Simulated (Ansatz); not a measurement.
RbBr built on the CsCl prototype, relaxed with r2SCAN in the PAW code Ansatz. The symmetry is Pm-3m (No. 221, cubic); a = 4.128 Å in the conventional setting, 35.17 Å³ an atom. Rb has 8 Br at 3.57 Å; Br has 8 Rb at 3.57 Å.

The axes x, y and z are those of this cell:
```yaml
crystal:
  lattice:
    - [4.12793, 0.00000, 0.00000]
    - [0.00000, 4.12793, 0.00000]
    - [0.00000, 0.00000, 4.12793]
  atoms:
    - { symbol: Rb, position: [0.00000, 0.00000, 0.00000] }
    - { symbol: Br, position: [0.50000, 0.50000, 0.50000] }
```

Unstrained: With PBE the valence top lies at M and the conduction bottom at Γ, 4.078 eV higher; the smallest vertical gap, at Γ, is 4.231 eV. The r2SCAN gap is indirect, 4.824 eV (M to Γ), below the direct gap of 4.978 eV at Γ. The HSE06 gap is indirect, 5.258 eV (M to Γ), below the direct gap of 5.422 eV at Γ. Meshes: PBE 6×6×6, r2SCAN 6×6×6, HSE06 4×4×4. Strains are changes of length per length, and xy shears are angles. After each strain the atoms were relaxed again with r2SCAN within the symmetry that the strain leaves, so tilts or polar shifts that break it weren't tested; points keep the names that they have in the unstrained zone. Simulation only: spin-unpolarised, and no claim that this is the phase found in nature.

Question: Apply xy shear, engineering strain (angle) -3.83 %. How far does the gap move, against the unstrained cell?

Answer: PBE: the gap goes from 4.078 to 4.081 eV (+0.003 eV). r2SCAN: the gap goes from 4.824 to 4.826 eV (+0.002 eV). HSE06: the gap goes from 5.258 to 5.261 eV (+0.003 eV). The r2SCAN energy rises by 1.2 meV an atom.

Question: Apply isotropic +1.76 % on every length. How far does the gap move, against the unstrained cell?

Answer: PBE: the gap goes from 4.078 to 3.909 eV (-0.169 eV). r2SCAN: the gap goes from 4.824 to 4.635 eV (-0.189 eV). HSE06: the gap goes from 5.258 to 5.072 eV (-0.186 eV). The r2SCAN energy rises by 4.9 meV an atom.

Question: For epitaxial +4.98 % in the plane normal to [111], how far does the free direction move, and what happens to the gap?

Answer: The normal strain at zero normal stress is -3.12 %, 0.63 of the in-plane strain with the sign turned. PBE: the gap goes from 4.078 to 3.877 eV (-0.201 eV). r2SCAN: the gap goes from 4.824 to 4.594 eV (-0.230 eV). HSE06: the gap goes from 5.258 to 5.037 eV (-0.221 eV).

The runs are scalar-relativistic, without spin-orbit coupling.

The meshes of the hybrids are coarse, so their gaps aren't converged to the digits shown.
